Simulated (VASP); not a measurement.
# As2Pt (Sperrylite) (Pa-3) in VASP: a series of runs

Runs on As2Pt (Sperrylite). Level: PBE. Tasks: relaxation of cell and atoms, relaxation of the atoms.

Program: VASP 6.6.1. These are calculated values, not measurements. Logs are shortened: lines on timing, memory, paths and dates and some standing lists are left out, and cuts for length are marked.

**1. Starting point**

It takes space group Pa-3 (No. 205, cubic). The conventional cell has a = 5.966 Å, b = 5.966 Å, c = 5.966 Å, α = 90.00°, β = 90.00°, γ = 90.00°. As (site symmetry 3) is surrounded by 1 As at 2.42 Å and 3 Pt at 2.49 Å. Pt (site symmetry -3) has 6 As at 2.49 Å as nearest neighbours.

**2. Relaxation of cell and atoms, PBE**

The input, INCAR:

```
SYSTEM = As2Pt
ALGO = Normal ; EDIFF = 1E-6
EDIFFG = -0.01 ; ENCUT = 300
GGA = PE ; IBRION = 2
ISIF = 3 ; ISMEAR = 0
LASPH = .TRUE. ; LCHARG = .FALSE.
LREAL = .FALSE. ; LWAVE = .FALSE.
NELM = 80 ; NSW = 90
PREC = Accurate ; SIGMA = 0.03
```

The input, KPOINTS:

```
k-points
0
G
  3 3 3
  0 0 0
```

The input, POSCAR:

```
As2Pt
1.0
    5.9665000000      0.0000000000      0.0000000000
    0.0000000000      5.9665000000      0.0000000000
    0.0000000000      0.0000000000      5.9665000000
As Pt
8 4
Direct
    0.3830000000      0.3830000000      0.3830000000
    0.1170000000      0.6170000000      0.8830000000
    0.8830000000      0.1170000000      0.6170000000
    0.6170000000      0.8830000000      0.1170000000
    0.6170000000      0.6170000000      0.6170000000
    0.8830000000      0.3830000000      0.1170000000
    0.1170000000      0.8830000000      0.3830000000
    0.3830000000      0.1170000000      0.8830000000
    0.0000000000      0.0000000000      0.0000000000
    0.5000000000      0.0000000000      0.5000000000
    0.5000000000      0.5000000000      0.0000000000
    0.0000000000      0.5000000000      0.5000000000
```

Potentials or basis: VASP PAW PBE potentials, release 64 (As, Pt).

On the command line:

```bash
$ cat potpaw_PBE.64/As/POTCAR potpaw_PBE.64/Pt/POTCAR > POTCAR
$ mpirun -np 4 vasp_std > vasp.out
```

OUTCAR:

```text
SYSTEM = As2Pt
   EDIFF = 1E-6
   EDIFFG = -0.01
   ENCUT = 300
   GGA = PE
   IBRION = 2
   ISIF = 3
   ISMEAR = 0
   LASPH = .TRUE.
   LREAL = .FALSE.
   NELM = 80
   NSW = 90
   PREC = Accurate

 ion  position               nearest neighbor table
   1  0.383  0.383  0.383-   5 2.42  11 2.49  10 2.49  12 2.49
   2  0.117  0.617  0.883-   6 2.42  12 2.49  11 2.49   9 2.49
   3  0.883  0.117  0.617-   7 2.42   9 2.49  10 2.49  12 2.49
   4  0.617  0.883  0.117-   8 2.42  10 2.49   9 2.49  11 2.49
   5  0.617  0.617  0.617-   1 2.42  11 2.49  10 2.49  12 2.49
   6  0.883  0.383  0.117-   2 2.42  12 2.49  11 2.49   9 2.49
   7  0.117  0.883  0.383-   3 2.42   9 2.49  10 2.49  12 2.49
   8  0.383  0.117  0.883-   4 2.42  10 2.49   9 2.49  11 2.49
   9  0.000  0.000  0.000-   3 2.49   7 2.49   4 2.49   6 2.49   2 2.49   8 2.49
  10  0.500  0.000  0.500-   4 2.49   8 2.49   1 2.49   5 2.49   7 2.49   3 2.49
  11  0.500  0.500  0.000-   1 2.49   5 2.49   4 2.49   2 2.49   6 2.49   8 2.49
  12  0.000  0.500  0.500-   2 2.49   6 2.49   3 2.49   5 2.49   1 2.49   7 2.49

  LATTYP: Found a simple cubic cell.
 ALAT       =     5.9665000000

  Lattice vectors:

 A1 = (   5.9665000000,   0.0000000000,   0.0000000000)
 A2 = (   0.0000000000,   5.9665000000,   0.0000000000)
 A3 = (   0.0000000000,   0.0000000000,   5.9665000000)

Analysis of symmetry for initial positions (statically):
=====================================================================
 Subroutine PRICEL returns:
 Original cell was already a primitive cell.

 Routine SETGRP: Setting up the symmetry group for a
 simple cubic supercell.

 Subroutine GETGRP returns: Found 24 space group operations
 (whereof  6 operations were pure point group operations)
 out of a pool of 48 trial point group operations.

The static configuration has the point symmetry S_6 .
 The point group associated with its full space group is T_h .

Analysis of symmetry for dynamics (positions and initial velocities):
=====================================================================
 Subroutine PRICEL returns:
 Original cell was already a primitive cell.

 Routine SETGRP: Setting up the symmetry group for a
 simple cubic supercell.

 Subroutine GETGRP returns: Found 24 space group operations
 (whereof  6 operations were pure point group operations)
 out of a pool of 48 trial point group operations.

The dynamic configuration has the point symmetry S_6 .
 The point group associated with its full space group is T_h .

 Subroutine INISYM returns: Found 24 space group operations
 (whereof  6 operations are pure point group operations),
 and found     1 'primitive' translations

----------------------------------------------------------------------------------------

                                     Primitive cell

  volume of cell :     212.4022

  direct lattice vectors                    reciprocal lattice vectors
     5.966500000  0.000000000  0.000000000     0.167602447  0.000000000  0.000000000
     0.000000000  5.966500000  0.000000000     0.000000000  0.167602447  0.000000000
     0.000000000  0.000000000  5.966500000     0.000000000  0.000000000  0.167602447

  length of vectors
     5.966500000  5.966500000  5.966500000     0.167602447  0.167602447  0.167602447

  position of ions in fractional coordinates (direct lattice)
     0.383000000  0.383000000  0.383000000
     0.117000000  0.617000000  0.883000000
     0.883000000  0.117000000  0.617000000
     0.617000000  0.883000000  0.117000000
     0.617000000  0.617000000  0.617000000
     0.883000000  0.383000000  0.117000000
     0.117000000  0.883000000  0.383000000
     0.383000000  0.117000000  0.883000000
     0.000000000  0.000000000  0.000000000
     0.500000000  0.000000000  0.500000000
     0.500000000  0.500000000  0.000000000
     0.000000000  0.500000000  0.500000000

  ion indices of the primitive-cell ions
   primitive index   ion index
                 1           1
                 2           2
                 3           3
                 4           4
                 5           5
                 6           6
                 7           7
                 8           8
                 9           9
                10          10
                11          11
                12          12

----------------------------------------------------------------------------------------

 KPOINTS: k-points

Automatic generation of k-mesh.
 Grid dimensions read from file:
 generate k-points for:    3    3    3

 Generating k-lattice:

  Cartesian coordinates                     Fractional coordinates (reciprocal lattice)
     0.055867482  0.000000000  0.000000000     0.333333333  0.000000000  0.000000000
     0.000000000  0.055867482  0.000000000     0.000000000  0.333333333  0.000000000
     0.000000000  0.000000000  0.055867482     0.000000000  0.000000000  0.333333333

  Length of vectors
     0.055867482  0.055867482  0.055867482

[... 30 lines left out ...]
   ENCUT  =  300.0 eV  22.05 Ry    4.70 a.u.   8.43  8.43  8.43*2*pi/ulx,y,z
   NELM   =     80;   NELMIN=  2; NELMDL= -5     # of ELM steps
   EDIFF  = 0.1E-05   stopping-criterion for ELM
   LREAL  =      F    real-space projection
   EDIFFG = -.1E-01   stopping-criterion for IOM
   NSW    =     90    number of steps for IOM
   IBRION =      2    ionic relax: 0-MD 1-quasi-New 2-CG
   NFREE  =      1    steps in history (QN), initial steepest desc. (CG)
   ISIF   =      3    stress and relaxation
   ISYM   =      2    0-nonsym 1-usesym 2-fastsym
   POTIM  = 0.5000    time-step for ionic-motion
   TEBEG  =    0.0;   TEEND  =   0.0 temperature during run
   PSTRESS=    0.0 pullay stress
   NELECT =      80.0000    total number of electrons
   NUPDOWN=      -1.0000    fix difference up-down
   EMIN   =  10.00;   EMAX   =-10.00  energy-range for DOS
   EFERMI =   0.00;   METHOD = LEGACY
   ISMEAR =     0;   SIGMA  =   0.03  broadening in eV -4-tet -1-fermi 0-gaus
   EFERMI_NEDOS =   21; number of points for ismear=-14 and -15
   IALGO  =     38    algorithm
   IMIX   =      4    mixing-type and parameters
     AMIX     =   0.40;   BMIX     =  1.00
     AMIX_MAG =   1.60;   BMIX_MAG =  1.00
  volume/ion in A,a.u.               =      17.70       119.45
  Fermi-wavevector in a.u.,A,eV,Ry     =   1.182275  2.234176 19.017873  1.397774
  Thomas-Fermi vector in A             =   2.318532
   LORBIT       =      0    0 simple, 1 ext, 2 COOP (PROOUT), +10 PAW based schemes
   GGA     = PE    functional components
   LHFCALC =     F    Hartree Fock is set to
   AEXX    =    0.0000 exact exchange contribution
   IVDW    =     0    specifies the selected vdW correction
   LEPSILON=     F    determine dielectric tensor
   LRPA    =     F    only Hartree local field effects (RPA)
 conjugate gradient relaxation of ions
 non-spin polarized calculation
 Gauss-broadening in eV      SIGMA  =   0.03
  energy-cutoff  :      300.00
  volume of cell :      212.40
 maximum number of plane-waves:      2518
 NGX is ok and might be reduce to    36
   NGX = 17   NGY = 17   NGZ = 17

--------------------------------------- Ionic step        1  -------------------------------------------

 number of electron      79.9999938 magnetization

 Free energy of the ion-electron system (eV)
  ---------------------------------------------------
  ext. energy  EPLUGINS =         0.00000000
  ---------------------------------------------------
  free energy    TOTEN  =       -67.69656947 eV

  energy without entropy =      -67.69656947  energy(sigma->0) =      -67.69656947

------------------------ aborting loop because EDIFF is reached ----------------------------------------

  FORCE on cell =-STRESS in cart. coord.  units (eV):
  Direction    XX          YY          ZZ          XY          YZ          ZX
  --------------------------------------------------------------------------------------
  -------------------------------------------------------------------------------------
  Total        9.1209872      9.1209872      9.1209872     -0.0000000     -0.0000000      0.0000000
  in kB       68.8008011     68.8008011     68.8008011     -0.0000000     -0.0000000      0.0000000
  external PRESSURE =      68.8008011 kB  Pullay stress =       0.0000000 kB
[... 215 lines left out ...]
  energy  without entropy=      -67.8988027848  energy(sigma->0) =      -67.89880278

--------------------------------------- Ionic step        6  -------------------------------------------

 number of electron      80.0000038 magnetization

 Free energy of the ion-electron system (eV)
  ---------------------------------------------------
  ext. energy  EPLUGINS =         0.00000000
  ---------------------------------------------------
  free energy    TOTEN  =       -67.89894107 eV

  energy without entropy =      -67.89894107  energy(sigma->0) =      -67.89894107

 E-fermi :   7.1622     XC(G=0): -11.1327

 val. band max:        7.0186169239   @ k =   0.3333   0.3333   0.0000
 cond. band min:       7.5352514912   @ k =   0.3333   0.3333   0.3333
 fundamental gap:      0.5166345673
 Fermi energy:         7.1622334532

 k-point     1 :       0.0000    0.0000    0.0000
  band No.  band energies     occupation
      1      -6.9434      2.00000
      2      -5.0351      2.00000
      3      -5.0351      2.00000
      4      -5.0351      2.00000
      5      -2.8809      2.00000
      6      -2.8809      2.00000
[... 40 lines left out ...]
     47      10.9007      0.00000
     48      11.5084      0.00000

 k-point     2 :       0.3333    0.0000    0.0000
  band No.  band energies     occupation
      1      -6.5507      2.00000
      2      -5.6019      2.00000
      3      -4.8768      2.00000
      4      -4.8664      2.00000
      5      -2.9867      2.00000
      6      -2.9113      2.00000
[... 40 lines left out ...]
     47      10.5139      0.00000
     48      10.8291      0.00000

 k-point     3 :       0.3333    0.3333    0.0000
  band No.  band energies     occupation
      1      -6.1722      2.00000
      2      -5.3057      2.00000
      3      -5.2991      2.00000
      4      -4.8685      2.00000
      5      -3.2005      2.00000
      6      -3.1639      2.00000
[... 40 lines left out ...]
     47      10.0953      0.00000
     48      10.1403      0.00000

 k-point     4 :       0.3333    0.3333    0.3333
  band No.  band energies     occupation
      1      -5.8133      2.00000
      2      -5.0938      2.00000
      3      -5.0657      2.00000
      4      -5.0657      2.00000
      5      -3.5031      2.00000
      6      -3.5031      2.00000
[... 79 lines left out ...]
  FREE ENERGIE OF THE ION-ELECTRON SYSTEM (eV)
  ---------------------------------------------------
  free  energy   TOTEN  =       -67.8989410733 eV

  energy  without entropy=      -67.8989410733  energy(sigma->0) =      -67.89894107

 reached required accuracy - stopping structural energy minimisation
```

Wall time 22 s (4 MPI ranks of Intel Xeon Platinum 8488C (Sapphire Rapids), shared host); peak memory 0.14 GiB.

What came out:

| Quantity | Value |
| --- | --- |
| Free energy | -67.8989 eV |
| Relaxed volume | 18.51 Å³/atom |
| Relaxed cell | a = 6.056 Å, b = 6.056 Å, c = 6.056 Å, α = 90.00°, β = 90.00°, γ = 90.00° |
| Space group after relaxing (to 0.05 Å) | Pa-3 (No. 205) |
| Energy gained by relaxing | 16.9 meV/atom |
| Ionic steps | 6 |
| Pressure after relaxing | 0.1 GPa |
| Band gap on the k mesh | 0.52 eV, indirect (least direct gap 1.05 eV) |

Step by step:
```tsv
step	energy change (eV)	largest force (eV/Å)	pressure (GPa)	volume (Å³)
1	0.0000	0.0670	6.88	212.40
2	0.1546	0.1611	-7.36	236.63
3	-0.1999	0.1043	-0.09	222.29
4	-0.2000	0.1035	0.02	222.09
5	-0.2022	0.0251	0.04	222.12
6	-0.2024	0.0002	0.06	222.13
```

Final structure:
```xyz
12
Lattice="6.0562 0.0000 0.0000 0.0000 6.0562 0.0000 0.0000 0.0000 6.0562" Properties=species:S:1:pos:R:3 pbc="T T T"
As    2.3237    2.3237    2.3237
As    0.7044    3.7326    5.3518
As    5.3518    0.7044    3.7326
As    3.7326    5.3518    0.7044
As    3.7326    3.7326    3.7326
As    5.3518    2.3237    0.7044
As    0.7044    5.3518    2.3237
As    2.3237    0.7044    5.3518
Pt    0.0000    0.0000    0.0000
Pt    3.0281    0.0000    3.0281
Pt    3.0281    3.0281    0.0000
Pt    0.0000    3.0281    3.0281
```

Levels at points of the mesh, in eV from the valence-band top:
```
           k point  band 36  band 37  band 38  band 39  band 40  band 41  band 42  band 43  band 44  band 45
(0.00, 0.00, 0.00)    -2.42    -2.42    -0.94    -0.94    -0.94     0.58     0.58     0.58     1.74     3.88
```

Caveat: spin-orbit coupling is left out, which moves the levels of the heavy elements; an odd mesh through Γ misses points on the zone boundary, where band edges often lie. PBE usually gives volumes a little too large and moduli too small.

**3. Relaxation of cell and atoms, PBE**

This run uses another cell than the first one, of 18.51 Å³/atom, 1.046 times its volume.

INCAR: that of step 2 with these lines changed.

```diff
@@ -1,4 +1,4 @@
 SYSTEM = As2Pt
-ALGO = Normal ; EDIFF = 1E-6
-EDIFFG = -0.01 ; ENCUT = 300
+ALGO = Normal ; EDIFF = 1E-7
+EDIFFG = -0.005 ; ENCUT = 300
 GGA = PE ; IBRION = 2
```

KPOINTS is that of step 2.

The input, POSCAR:

```
As2Pt                                   
1.0
    6.0562439039     -0.0000000000      0.0000000000
   -0.0000000000      6.0562439039     -0.0000000000
    0.0000000000     -0.0000000000      6.0562439039
  As              Pt            
     8     4
Direct
     0.3836833063976552    0.3836833063976552    0.3836833063976552
     0.1163166936023448    0.6163166936023448    0.8836833063976552
     0.8836833063976552    0.1163166936023448    0.6163166936023448
     0.6163166936023448    0.8836833063976552    0.1163166936023448
     0.6163166936023448    0.6163166936023448    0.6163166936023448
     0.8836833063976552    0.3836833063976552    0.1163166936023448
     0.1163166936023448    0.8836833063976552    0.3836833063976552
     0.3836833063976552    0.1163166936023448    0.8836833063976552
     0.0000000000000000    0.0000000000000000    0.0000000000000000
     0.5000000000000000    0.0000000000000000    0.5000000000000000
     0.5000000000000000    0.5000000000000000    0.0000000000000000
     0.0000000000000000    0.5000000000000000    0.5000000000000000
```

Potentials or basis: VASP PAW PBE potentials, release 64 (As, Pt).

On the command line:

```bash
$ cat potpaw_PBE.64/As/POTCAR potpaw_PBE.64/Pt/POTCAR > POTCAR
$ mpirun -np 4 vasp_std > vasp.out
```

Wall time 6.9 s (4 MPI ranks of Intel Xeon Platinum 8488C (Sapphire Rapids), shared host); peak memory 0.13 GiB.

Results (log left out):

```yaml
Free_energy: -67.9105 eV
Pressure_after_relaxing: 0.0 GPa
Band_gap_on_the_k_mesh: 0.52 eV, indirect (least direct gap 1.05 eV)
```

Final structure:
```yaml
crystal:
  lattice:
    - [6.05624, 0.00000, 0.00000]
    - [0.00000, 6.05624, 0.00000]
    - [0.00000, 0.00000, 6.05624]
  atoms:
    - { symbol: As, position: [0.38368, 0.38368, 0.38368] }
    - { symbol: As, position: [0.11632, 0.61632, 0.88368] }
    - { symbol: As, position: [0.88368, 0.11632, 0.61632] }
    - { symbol: As, position: [0.61632, 0.88368, 0.11632] }
    - { symbol: As, position: [0.61632, 0.61632, 0.61632] }
    - { symbol: As, position: [0.88368, 0.38368, 0.11632] }
    - { symbol: As, position: [0.11632, 0.88368, 0.38368] }
    - { symbol: As, position: [0.38368, 0.11632, 0.88368] }
    - { symbol: Pt, position: [0.00000, 0.00000, 0.00000] }
    - { symbol: Pt, position: [0.50000, 0.00000, 0.50000] }
    - { symbol: Pt, position: [0.50000, 0.50000, 0.00000] }
    - { symbol: Pt, position: [0.00000, 0.50000, 0.50000] }
```

Levels at points of the mesh, in eV from the valence-band top:
```csv
k point,band 36,band 37,band 38,band 39,band 40,band 41,band 42,band 43,band 44,band 45
"(0.00, 0.00, 0.00)",-2.42,-2.42,-0.94,-0.94,-0.94,0.58,0.58,0.58,1.74,3.88
```

Caveat: the relaxation stopped at its first step, so nothing moved; spin-orbit coupling is left out, which moves the levels of the heavy elements; an odd mesh through Γ misses points on the zone boundary, where band edges often lie. As with any semilocal functional, this PBE gap is likely too small.

**4. Relaxation of the atoms, PBE (a relaxed cell with its volume scaled by 0.94)**

The input, INCAR:

```
SYSTEM = As2Pt
ALGO = Normal ; EDIFF = 1E-7
EDIFFG = -0.01 ; ENCUT = 300
GGA = PE ; IBRION = 2
ISIF = 2 ; ISMEAR = 0
LASPH = .TRUE. ; LCHARG = .FALSE.
LREAL = .FALSE. ; LWAVE = .FALSE.
NELM = 80 ; NSW = 40
PREC = Accurate ; SIGMA = 0.03
```

KPOINTS is that of step 3.

The input, POSCAR:

```
As2Pt                                   
1.0
    5.9326123993      0.0000000000      0.0000000000
    0.0000000000      5.9326123993      0.0000000000
    0.0000000000      0.0000000000      5.9326123993
  As              Pt            
     8     4
Direct
     0.3836833063976570    0.3836833063976570    0.3836833063976570
     0.1163166936023430    0.6163166936023430    0.8836833063976570
     0.8836833063976570    0.1163166936023430    0.6163166936023430
     0.6163166936023430    0.8836833063976570    0.1163166936023430
     0.6163166936023430    0.6163166936023430    0.6163166936023430
     0.8836833063976570    0.3836833063976570    0.1163166936023430
     0.1163166936023430    0.8836833063976570    0.3836833063976570
     0.3836833063976570    0.1163166936023430    0.8836833063976570
     0.0000000000000000    0.0000000000000000    0.0000000000000000
     0.5000000000000000    0.0000000000000000    0.5000000000000000
     0.5000000000000000    0.5000000000000000    0.0000000000000000
     0.0000000000000000    0.5000000000000000    0.5000000000000000
```

On the command line:

```bash
$ cat potpaw_PBE.64/As/POTCAR potpaw_PBE.64/Pt/POTCAR > POTCAR
$ mpirun -np 4 vasp_std > vasp.out
```

Run time: 10 s. Hardware: 4 MPI ranks of Intel Xeon Platinum 8488C (Sapphire Rapids), shared host; peak memory 0.13 GiB.

Results (log left out):

| Item | Value |
| --- | --- |
| Free energy | -67.5034 eV |
| Energy gained by relaxing | 0.2 meV/atom |
| Ionic steps | 2 |
| Pressure after relaxing | 10.0 GPa |
| Largest force after relaxing | 0.005 eV/Å |
| Band gap on the k mesh | 0.73 eV, indirect (least direct gap 1.22 eV) |

Forces on the atoms (eV/Å):
```
As   0.003  0.003  0.003
As  -0.003 -0.003  0.003
As   0.003 -0.003 -0.003
As  -0.003  0.003 -0.003
As  -0.003 -0.003 -0.003
As   0.003  0.003 -0.003
As  -0.003  0.003  0.003
As   0.003 -0.003  0.003
Pt   0.000  0.000  0.000
Pt   0.000  0.000  0.000
Pt   0.000  0.000  0.000
Pt   0.000  0.000  0.000
```

Step by step:
```tsv
step	energy change (eV)	largest force (eV/Å)	pressure (GPa)
1	0.0000	0.1087	10.03
2	-0.0022	0.0048	9.98
```

Final structure:
```
As Pt
1.0
     5.93261    0.00000    0.00000
     0.00000    5.93261    0.00000
     0.00000    0.00000    5.93261
As Pt
8 4
Cartesian
  2.2732 2.2732 2.2732
  0.6931 3.6594 5.2395
  5.2395 0.6931 3.6594
  3.6594 5.2395 0.6931
  3.6594 3.6594 3.6594
  5.2395 2.2732 0.6931
  0.6931 5.2395 2.2732
  2.2732 0.6931 5.2395
  0.0000 5.9326 0.0000
  2.9663 5.9326 2.9663
  2.9663 2.9663 0.0000
  0.0000 2.9663 2.9663
```

Levels at points of the mesh, in eV from the valence-band top:
```
           k point  band 37  band 38  band 39  band 40  band 41  band 42  band 43  band 44
(0.00, 0.00, 0.00)    -2.53    -1.01    -1.01    -1.01     0.73     0.73     0.73     1.58
```

Caveat: spin-orbit coupling is left out, which moves the levels of the heavy elements; an odd mesh through Γ misses points on the zone boundary, where band edges often lie.
